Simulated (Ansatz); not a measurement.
# InSe: the cost of one run

Computed with the Python package of Ansatz 0.2.0. The levels of theory stand in the script.

The COD entry's cell or inner coordinates are ideal or old and differ from later refinements, so a difference from it is no clean test against experiment.

## (1) The system

Symmetry: R3m, No. 160, trigonal system. Conventional cell: a = 4.000 Å, b = 4.000 Å, c = 25.320 Å, α = 90.00°, β = 90.00°, γ = 120.00°. Around In (site symmetry 3m) lie 3 Se at 2.64 Å and 1 In at 2.82 Å. In (site symmetry 3m) is surrounded by 3 Se at 2.63 Å and 1 In at 2.82 Å. Se (site symmetry 3m) is surrounded by 3 In at 2.64 Å. Around Se (site symmetry 3m) lie 3 In at 2.63 Å.

No structure file is read: the coordinates are typed or built in the script.

## (2) Script

Contents of run_lattice.py:

```python
"""How the lattice of InSe depends on the functional."""

import ansatz as az
import numpy as np

def edges_and_angles(cell):
    cell = np.asarray(cell)
    a, b, c = np.linalg.norm(cell, axis=1)
    cosines = cell[1] @ cell[2] / (b * c), cell[0] @ cell[2] / (a * c), cell[0] @ cell[1] / (a * b)
    return (a, b, c, *np.degrees(np.arccos(cosines)))

crystal = (
    az.Lattice.from_parameters(4.0, 4.0, 25.32, alpha=90, beta=90, gamma=120)
    .space_group(160)
    .atom("In", [0.0, 0.0, 0.0])
    .atom("In", [2 / 3, 1 / 3, 0.221933])
    .atom("Se", [1 / 3, 2 / 3, 0.050167])
    .atom("Se", [0.0, 0.0, 0.1719])
    .primitive()
)

job = (
    crystal.calculation()
    .basis(600)
    .kpoints(6, 6, 6, center="gamma")
    .occupations("fixed")
    .relax(cell=True)
)

levels = [("r2scan", "none"), ("pbesol", "d3bj"), ("pbesol", "none")]
print("level            a       b       c    alpha   beta  gamma  V/atom  steps")
for name, dispersion in levels:
    seen = []
    run = job.functional(name, dispersion=dispersion).session().plan()
    out = run.execute(on_event=lambda e: seen.append(e) if e["event"] == "relax_step" else None)
    cell = out.lattice.cell_ang
    label = name if dispersion == "none" else f"{name}+{dispersion}"
    print("{:13s} {:7.4f} {:7.4f} {:7.4f} {:6.2f} {:6.2f} {:6.2f}".format(label, *edges_and_angles(cell)), f"{abs(np.linalg.det(cell)) / len(out.lattice.sites):7.3f} {len(seen):5d}")
```

## (3) Launch

Started as:

```sh
$ python run_lattice.py
```

What time and memory should one allow on 1 thread of Arm Neoverse V2, shared host?

About 6.3 min, with a peak of 0.89 GiB.
